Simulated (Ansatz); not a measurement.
Write the native input for Ansatz 0.2.0 that does the following.

- Task: dielectric tensor
- Functional: PBEsol
- Potentials or basis: all-electron PAW datasets made for the slab
- Cutoff: 250 eV (chosen from the basis error)
- k mesh: 8 × 1 × 6
- Occupations: fixed
- Spin: no spin polarisation

The system is P, a slab with vacuum.

```xyz
4
Lattice="3.2837 0.0000 0.0000 0.0000 34.8570 0.0000 0.0000 0.0000 4.6321" Properties=species:S:1:pos:R:3 pbc="T T T"
P     1.6419   33.8204    4.2052
P     1.6419    1.0366    0.4268
P     0.0000    1.0366    1.8892
P     0.0000   33.8204    2.7429
```

The slab is cut from a database's or a generator's crystal, which needn't be the stable form of the element.

One way to write it, as run:

input.yaml

```yaml
crystal:
  lattice:
    - [3.28372772, 0.0, 0.0]
    - [0.0, 34.85703099, 0.0]
    - [0.0, 0.0, 4.63208471]
  atoms:
    - { symbol: P, position: [0.5, 0.97026143, 0.90784928] }
    - { symbol: P, position: [0.5, 0.02973857, 0.09215072] }
    - { symbol: P, position: [0.0, 0.02973857, 0.40784928] }
    - { symbol: P, position: [0.0, 0.97026143, 0.59215072] }
kpoints:
  mp_grid: { grid: [8, 1, 6] }
scf:
  occupations: { method: fixed }
hamiltonian:
  xc: pbesol
  pseudopotentials: { kind: all_electron, datasets: crystal }
output: {}
dielectric: {}
```

Potentials or basis: all-electron PAW datasets made for the slab.

The run is started by

```sh
$ ansatz run input.yaml --threads 2 --pin off --max-ram 8192MiB --backend cpu --events-out ev --progress --plain --runs-dir out
```

It gave:

```yaml
Band_gap_on_the_k_mesh: 0.89 eV, direct
Electronic_dielectric_tensor_diagonal: 2.71, 1.15, 3.14
Born_charges_mean_of_the_diagonal: P +0.00 e
```

Run time: 50 s on 2 threads of Arm Neoverse V1, on a shared host, peak memory 0.64 GiB.
